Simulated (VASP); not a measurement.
# Au (Im-3m) in VASP: a series of runs

The runs below take Au through single point, with PBE.

Program: VASP 6.6.1. These are calculated values, not measurements. Logs are shortened: lines on timing, memory, paths and dates and some standing lists are left out, and cuts for length are marked.

## Step 1: The structure

The structure is cubic, space group Im-3m (No. 229). The conventional cell has a = 3.315 Å, b = 3.315 Å, c = 3.315 Å, α = 90.00°, β = 90.00°, γ = 90.00°. Au (site symmetry m-3m) is surrounded by 8 Au at 2.87 Å.

This isn't the form of Au at room conditions, which is fcc.

## Step 2: Single point, PBE

The input, INCAR:

```
  ADDGRID = F
  ALGO = Normal
  EDIFF = 1E-6
  ENCUT = 460
  GGA = PE
  ISIF = 2
  ISMEAR = 1
  LASPH = T
  LCHARG = F
  LREAL = F
  LWAVE = F
  NBANDS = 12
  NELM = 100
  PREC = Normal
  SIGMA = 0.15
```

The input, KPOINTS:

```
k-points
0
Gamma
  5 5 5
```

The input, POSCAR:

```
Au
1.0
   -1.6572690000      1.6572690000      1.6572690000
    1.6572690000     -1.6572690000      1.6572690000
    1.6572690000      1.6572690000     -1.6572690000
Au
1
Direct
    0.0000000000      0.0000000000      0.0000000000
```

Potentials or basis: VASP PAW PBE potentials, release 64 (Au).

Started as:

```console
$ cat potpaw_PBE.64/Au/POTCAR > POTCAR
$ mpirun -np 1 vasp_std > vasp.out
```

OUTCAR:

```text
EDIFF = 1E-6
   ENCUT = 460
   GGA = PE
   ISIF = 2
   ISMEAR = 1
   LASPH = T
   LREAL = F
   NELM = 100
   PREC = Normal

 Found     10 irreducible k-points:

 Following reciprocal coordinates:
            Coordinates               Weight
  0.000000  0.000000  0.000000      1.000000
  0.200000  0.000000  0.000000     12.000000
  0.400000  0.000000  0.000000     12.000000
  0.200000  0.200000  0.000000     24.000000
  0.400000  0.200000 -0.000000     24.000000
  0.200000  0.200000  0.200000      8.000000
   k-points           NKPTS =     10   k-points in BZ     NKDIM =     10   number of bands    NBANDS=     12
   number of dos      NEDOS =    301   number of ions     NIONS =      1
   total plane-waves  NPLWV =   4096
   dimension x,y,z NGX =    16 NGY =   16 NGZ =   16
   dimension x,y,z NGXF=    32 NGYF=   32 NGZF=   32
   ions per type =               1
   NGX,Y,Z   is equivalent  to a cutoff of   9.27,  9.27,  9.27 a.u.
   NGXF,Y,Z  is equivalent  to a cutoff of  18.53, 18.53, 18.53 a.u.
 SYSTEM =  unknown system
   PREC   = normal    normal or accurate (medium, high low for compatibility)
   ISTART =      0    job   : 0-new  1-cont  2-samecut
   ICHARG =      2    charge: 1-file 2-atom 10-const
   ISPIN  =      1    spin polarized calculation?
   LNONCOLLINEAR =      F non collinear calculations
   LSORBIT =      F    spin-orbit coupling
   LASPH  =      T    aspherical Exc in radial PAW
   ENCUT  =  460.0 eV  33.81 Ry    5.81 a.u.   5.02  5.02  5.02*2*pi/ulx,y,z
   NELM   =    100;   NELMIN=  2; NELMDL= -5     # of ELM steps
   EDIFF  = 0.1E-05   stopping-criterion for ELM
   LREAL  =      F    real-space projection
   EDIFFG = 0.1E-04   stopping-criterion for IOM
   NSW    =      0    number of steps for IOM
   IBRION =     -1    ionic relax: 0-MD 1-quasi-New 2-CG
   NFREE  =      0    steps in history (QN), initial steepest desc. (CG)
   ISIF   =      2    stress and relaxation
   ISYM   =      2    0-nonsym 1-usesym 2-fastsym
   POTIM  = 0.5000    time-step for ionic-motion
   TEBEG  =    0.0;   TEEND  =   0.0 temperature during run
   PSTRESS=    0.0 pullay stress
   NELECT =      11.0000    total number of electrons
   NUPDOWN=      -1.0000    fix difference up-down
   EMIN   =  10.00;   EMAX   =-10.00  energy-range for DOS
   EFERMI =   0.00;   METHOD = LEGACY
   ISMEAR =     1;   SIGMA  =   0.15  broadening in eV -4-tet -1-fermi 0-gaus
   EFERMI_NEDOS =   21; number of points for ismear=-14 and -15
   IALGO  =     38    algorithm
   IMIX   =      4    mixing-type and parameters
     AMIX     =   0.40;   BMIX     =  1.00
     AMIX_MAG =   1.60;   BMIX_MAG =  1.00
  volume/ion in A,a.u.               =      18.21       122.87
  Fermi-wavevector in a.u.,A,eV,Ry     =   1.383968  2.615320 26.060157  1.915367
  Thomas-Fermi vector in A             =   2.508516
   LORBIT       =      0    0 simple, 1 ext, 2 COOP (PROOUT), +10 PAW based schemes
   GGA     = PE    functional components
   LHFCALC =     F    Hartree Fock is set to
   AEXX    =    0.0000 exact exchange contribution
   IVDW    =     0    specifies the selected vdW correction
   LEPSILON=     F    determine dielectric tensor
   LRPA    =     F    only Hartree local field effects (RPA)
 non-spin polarized calculation
 Methfessel and Paxton  Order N= 1 SIGMA  =   0.15
  energy-cutoff  :      460.00
  volume of cell :       18.21
 maximum number of plane-waves:       415
   NGX =  9   NGY =  9   NGZ =  9

 number of electron      10.9999998 magnetization

 Free energy of the ion-electron system (eV)
  ---------------------------------------------------
  ext. energy  EPLUGINS =         0.00000000
  ---------------------------------------------------
  free energy    TOTEN  =        -3.19746377 eV

  energy without entropy =       -3.19055287  energy(sigma->0) =       -3.19516014

 E-fermi :   8.3352     XC(G=0): -12.3236

 val. band max:        6.9811052588   @ k =   0.2000   0.2000   0.0000
 cond. band min:       8.3693711953   @ k =  -0.4000   0.4000   0.2000
 fundamental gap:      1.3882659365
 Fermi energy:         8.3351712171

 k-point     1 :       0.0000    0.0000    0.0000
  band No.  band energies     occupation
      1      -0.7554      2.00000
      2       3.9101      2.00000
      3       3.9101      2.00000
      4       3.9101      2.00000
      5       5.6417      2.00000
      6       5.6417      2.00000
      7      24.9080      0.00000
      8      24.9080      0.00000
      9      24.9080      0.00000
     10      31.5743      0.00000
     11      31.5743      0.00000
     12      31.5743      0.00000

 k-point     2 :       0.2000    0.0000    0.0000
  band No.  band energies     occupation
      1       0.5172      2.00000
      2       3.5494      2.00000
      3       3.9575      2.00000
      4       4.8044      2.00000
      5       5.3673      2.00000
      6       5.6781      2.00000
      7      22.1216      0.00000
      8      24.0368      0.00000
      9      26.4638      0.00000
     10      27.6879      0.00000
     11      27.7548      0.00000
     12      28.9572      0.00000

 k-point     3 :       0.4000    0.0000    0.0000
  band No.  band energies     occupation
      1       1.7673      2.00000
      2       3.0182      2.00000
      3       5.4139      2.00000
      4       5.7892      2.00000
      5       6.3612      2.00000
      6       6.6340      2.00000
      7      14.0216      0.00000
      8      21.1843      0.00000
      9      22.7087      0.00000
     10      28.9398      0.00000
     11      29.2586      0.00000
     12      31.6951      0.00000

 k-point     4 :       0.2000    0.2000    0.0000
  band No.  band energies     occupation
      1       2.1617      2.00000
      2       3.4425      2.00000
      3       3.6763      2.00000
      4       5.2816      2.00000
      5       5.8378      2.00000
      6       6.9811      2.00000
      7      17.5130      0.00000
      8      19.7735      0.00000
      9      23.1572      0.00000
     10      27.2524      0.00000
     11      30.7282      0.00000
     12      32.8570      0.00000

 k-point     5 :       0.4000    0.2000   -0.0000
  band No.  band energies     occupation
      1       2.3972      2.00000
      2       3.1984      2.00000
      3       4.6734      2.00000
      4       5.5177      2.00000
      5       6.1267      2.00000
      6      10.9692     -0.00000
      7      11.4864      0.00000
      8      17.3796      0.00000
      9      21.9627      0.00000
     10      28.7656      0.00000
     11      30.0828      0.00000
     12      33.2743      0.00000

 k-point     6 :       0.2000    0.2000    0.2000
  band No.  band energies     occupation
      1       3.1949      2.00000
      2       3.1949      2.00000
      3       3.7102      2.00000
      4       5.8027      2.00000
      5       5.8027      2.00000
      6      10.3613     -0.00000
      7      13.8864      0.00000
      8      17.3711      0.00000
      9      17.3711      0.00000
     10      31.2867      0.00000
     11      33.8238      0.00000
     12      34.2692      0.00000

 [... further k-points ...]
[... 5 lines left out ...]
  --------------------------------------------------------------------------------------
  -------------------------------------------------------------------------------------
  Total       -0.1288185     -0.1288185     -0.1288185     -0.0000000      0.0000000     -0.0000000
  in kB      -11.3357394    -11.3357394    -11.3357394     -0.0000000      0.0000000     -0.0000000
  external PRESSURE =     -11.3357394 kB  Pullay stress =       0.0000000 kB

 VOLUME and BASIS-vectors are now :
 -----------------------------------------------------------------------------
  energy-cutoff  :      460.00
  volume of cell :       18.21
      direct lattice vectors                 reciprocal lattice vectors
    -1.657269000  1.657269000  1.657269000     0.000000000  0.301701172  0.301701172
     1.657269000 -1.657269000  1.657269000     0.301701172  0.000000000  0.301701172
     1.657269000  1.657269000 -1.657269000     0.301701172  0.301701172  0.000000000

 POSITION                                       TOTAL-FORCE (eV/Angst)
 -----------------------------------------------------------------------------------
      0.00000      0.00000      0.00000         0.000000     -0.000000      0.000000
 -----------------------------------------------------------------------------------
    total drift:                                0.000000      0.000000     -0.000000

  FREE ENERGIE OF THE ION-ELECTRON SYSTEM (eV)
  ---------------------------------------------------
  free  energy   TOTEN  =        -3.1974637702 eV

  energy  without entropy=       -3.1905528671  energy(sigma->0) =       -3.19516014
```

Run time: 2.6 s. Hardware: 1 thread of Intel Xeon 6975P-C (Granite Rapids), shared host; peak memory 0.1 GiB.

The run converged, but some of its settings lie outside the range that counts as converged, so its numbers aren't taken as properties of the crystal.

Results:

```
Free energy            : -3.1975 eV
Pressure               : -1.1 GPa
Band gap on the k mesh : none (metal or under the smearing width)
```

Caveat: the k mesh is coarse (spacing up to 0.54 Å⁻¹), so the values aren't converged.

## Step 3: Single point, PBE

Changes to INCAR since step 2:

```diff
@@ -9,3 +9,3 @@
   LCHARG = F
-  LREAL = F
+  LREAL = Auto
   LWAVE = F
@@ -13,3 +13,3 @@
   NELM = 100
-  PREC = Normal
+  PREC = Accurate
   SIGMA = 0.15
```

KPOINTS is that of step 2.

POSCAR is that of step 2.

Potentials or basis: VASP PAW PBE potentials, release 64 (Au).

Started as:

```console
$ cat potpaw_PBE.64/Au/POTCAR > POTCAR
$ mpirun -np 1 vasp_std > vasp.out
```

It took 4.2 s on 1 thread of Intel Xeon 6975P-C (Granite Rapids), shared host; peak memory 0.11 GiB.

These settings aren't checked as converged: the numbers below hold their error.

What came out:

* Free energy: -3.1976 eV
* Pressure: -1.1 GPa
* Band gap on the k mesh: none (metal or under the smearing width)

Caveat: the k mesh is coarse (spacing up to 0.54 Å⁻¹), so the values aren't converged.
